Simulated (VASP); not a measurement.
Runs of VASP 6.6.1 on ZnS. The structure is cubic, space group F-43m (No. 216). Conventional cell: a = 5.404 Å, b = 5.404 Å, c = 5.404 Å, α = 90.00°, β = 90.00°, γ = 90.00°. Around Zn (site symmetry -43m) lie 4 S at 2.34 Å. Around S (site symmetry -43m) lie 4 Zn at 2.34 Å. 

```tsv
task	level	potentials or basis	cell	k mesh	cutoff (eV)	smearing	grid for exact exchange (PRECFOCK)	exchange at q = 0	gap on the mesh (eV)	pressure (GPa)	relaxed volume (Å³/atom)
band structure	PBE	VASP PAW PBE potentials, release 54 (Zn, S)	as given	9 × 9 × 9	500	fermi-dirac 0.05 eV	-	-	2.11	1.8	-
band structure	TPSSh	VASP PAW PBE potentials, release 64 (Zn, S)	as given	5 × 5 × 5	520	fermi-dirac 0.05 eV	Fast	truncated	3.04	0.8	-
relaxation of cell and atoms	PBE	VASP PAW PBE potentials, release 54 (Zn, S)	relaxed	9 × 9 × 9	600	fermi-dirac 0.05 eV	-	-	2.01	0.0	20.20
relaxation of cell and atoms	PBE	VASP PAW PBE potentials, release 54 (Zn, S)	relaxed	9 × 9 × 9	580	fermi-dirac 0.05 eV	-	-	2.01	0.0	20.20
band structure	PBE	VASP PAW PBE potentials, release 54 (Zn, S)	as given	9 × 9 × 9	520	fermi-dirac 0.05 eV	-	-	2.11	-	-
single point	PBE	VASP PAW PBE potentials, release 64 (Zn, S)	as given	9 × 9 × 9	520	gaussian 0.026 eV	-	-	2.11	1.8	-
relaxation of cell and atoms	PBE	VASP PAW PBE potentials, release 64 (Zn, S_h)	relaxed	9 × 9 × 9	980	fermi-dirac 0.05 eV	-	-	2.00	-0.1	(a)
single point	PBE	VASP PAW PBE potentials, release 64 (Zn, S)	as given	9 × 9 × 9	520	gaussian 0.029 eV	-	-	2.11	1.8	-
band structure	PBE	VASP PAW PBE potentials, release 64 (Zn, S_h)	as given	9 × 9 × 9	900	fermi-dirac 0.05 eV	-	-	2.11	-	-
```

Alike in all rows: no spin polarisation.

Question: Estimate the missing entries.

Answer: (a) 20.23.

Caveats: the PAW data sets were made with another functional, which shifts forces and pressure a little (some runs).

